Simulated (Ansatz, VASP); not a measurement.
# One calculation of InAs, two programs

```
In As
1.0
     0.00000    3.04358    3.04358
     3.04358    0.00000    3.04358
     3.04358    3.04358    0.00000
In As
1 1
Direct
  0.75000 0.75000 0.75000
  0.00000 0.00000 0.00000
```

Alike in both runs: functional PBEsol; k mesh 12 × 12 × 12; occupations gaussian, width 0.1 eV; no spin polarisation.

Ansatz relaxed the structure, and its values are those at the end. VASP's run is a single point on that final structure, the one shown.

|  | VASP | Ansatz |
| --- | --- | --- |
| version | VASP 6.6.1 | Ansatz 0.2.0 |
| potentials or method | VASP PAW PBE potentials, release 64 (In_d, As) | scalar-relativistic, plane waves, PAW |
| plane-wave cutoff (eV) | 520 | 420 |
| valence electrons in the cell | 18 | 28 |

Ansatz gave:

```
gap on the k mesh at the Fermi level (eV) : none
pressure (GPa)                            : 0.0
```

Task: Which values does VASP return?

Result: gap on the k mesh at the Fermi level (eV): none; pressure (GPa): 0.1.

A gap of «none» marks a metal or a gap that the smearing closes. The two sets of potentials don't hold the same shells in valence.

Caveats: the PAW data sets were made with another functional, which shifts forces and pressure a little (VASP); this crystal is a semiconductor, whose small gap the functional closes, so the metal is an error of the method.
